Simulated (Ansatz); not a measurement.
Is this TiB₂ structure a true minimum?

It was relaxed at this level from a cell as deposited in COD.

Theory: DFT PBE, scalar-relativistic, plane waves, PAW in Ansatz. Settings: cutoff 420 eV, Γ-centred mesh 18×18×14 on the computed 3-atom cell, Gaussian smearing of 0.10 eV; no spin polarisation.

The cell below (3 atoms, space group P6/mmm (No. 191)) is relaxed within its symmetry.

```
CELL_PARAMETERS angstrom
3.03180 0.00000 0.00000
-1.51590 2.62562 0.00000
0.00000 0.00000 3.22423
ATOMIC_POSITIONS crystal
Ti 0.00000 0.00000 0.00000
B 0.33333 0.66667 0.50000
B 0.66667 0.33333 0.50000
```

For the test a repeat of it with 6 atoms (edges 3.03, 3.22, 5.25 Å) was strained at random (σ = 1.5 % a component), the atoms were moved at random (σ = 0.15 Å), and all was relaxed again on a coarse 8×6×4 mesh (in the run’s order of axes) with 0.20 eV smearing, with no symmetry imposed.

**Question.** What happens?

**Answer.** It returns, within 1 meV/atom of the unmoved cell on that mesh and with the same symmetry when read at 0.1 Å. So it is stable against the distortions that fit this cell and that this random move excites. Modes that don't fit the cell aren't tested.
